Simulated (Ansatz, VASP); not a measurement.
**One calculation of EuS, two programs**

INCAR

```
SYSTEM = EuS
ALGO = Normal
EDIFF = 1E-6
ENCUT = 520
GGA = PE
ISIF = 2
ISMEAR = 0
ISPIN = 2
LASPH = .True.
LCHARG = .True.
LDAU = .True.
LDAUJ = 0 0
LDAUL = 3 -1
LDAUPRINT = 1
LDAUTYPE = 2
LDAUU = 5 0
LELF = .True.
LMAXMIX = 6
LORBIT = 11
LREAL = .False.
LVHAR = .True.
LWAVE = .False.
MAGMOM = 7 0
NBANDS = 22
NELM = 150
PREC = Accurate
SIGMA = 0.02
```

Contents of KPOINTS:

```
k-points
0
Gamma
  10 10 10
  0 0 0
```

The input POSCAR:

```
EuS
1.0
    0.0000000000      2.9785000000      2.9785000000
    2.9785000000      0.0000000000      2.9785000000
    2.9785000000      2.9785000000      0.0000000000
Eu S
1 1
Direct
    0.0000000000      0.0000000000      0.0000000000
    0.5000000000      0.5000000000      0.5000000000
```

Input for Ansatz:

```yaml
crystal:
  lattice:
    - [0.0, 2.9785, 2.9785]
    - [2.9785, 0.0, 2.9785]
    - [2.9785, 2.9785, 0.0]
  atoms:
    - { symbol: Eu, position: [0.0, 0.0, 0.0], spin: 7.0 }
    - { symbol: S, position: [0.5, 0.5, 0.5] }
magnetization:
  spin_polarized: true
scf:
  occupations: { method: gaussian, width: 0.02 }
output:
  eigenvalues: true
  populations: true
  write_density: true
  write_potential: true
  elf: true
  volumetric_format: npy
hamiltonian:
  hubbard: { sites: [{ species: Eu, l: f, u_eff: 5.0 }] }
  xc: pbe
kpoints:
  mp_grid: { grid: [10, 10, 10] }
```

Alike in both runs: task single point; functional PBE; k mesh 10 × 10 × 10; occupations gaussian, width 0.02 eV; collinear spin; Hubbard terms Eu f U = 5.0 eV.

|  | VASP | Ansatz |
| --- | --- | --- |
| version | VASP 6.6.1 | Ansatz 0.2.0 |
| potentials or method | VASP PAW PBE potentials, release 64 (Eu, S) | scalar-relativistic, plane waves, PAW |
| plane-wave cutoff (eV) | 520 | 420 |
| valence electrons in the cell | 23 | 23 |

VASP gave:

* gap on the k mesh at the Fermi level (eV): 0.15
* least direct gap on the mesh (eV): 0.38
* net moment per atom (μB): 3.50
* size of the moment on the site where the two differ most (μB): 6.71

Problem. Which values does Ansatz return?

Solution. gap on the k mesh at the Fermi level (eV): 0.46; least direct gap on the mesh (eV): 0.81; net moment per atom (μB): 3.50; size of the moment on the site where the two differ most (μB): 6.86.

Site moments also hang on the region over which each program counts them. The programs project onto different local orbitals, so the same U acts differently. Ansatz warned: «stability_check_not_made».

Caveats: spin-orbit coupling is left out, which moves the levels of the heavy elements; a cell with one magnetic atom can't hold antiferromagnetic order, which such compounds often take. The state reached can hang on the start; a lower one may exist. A k mesh can miss the band edges.
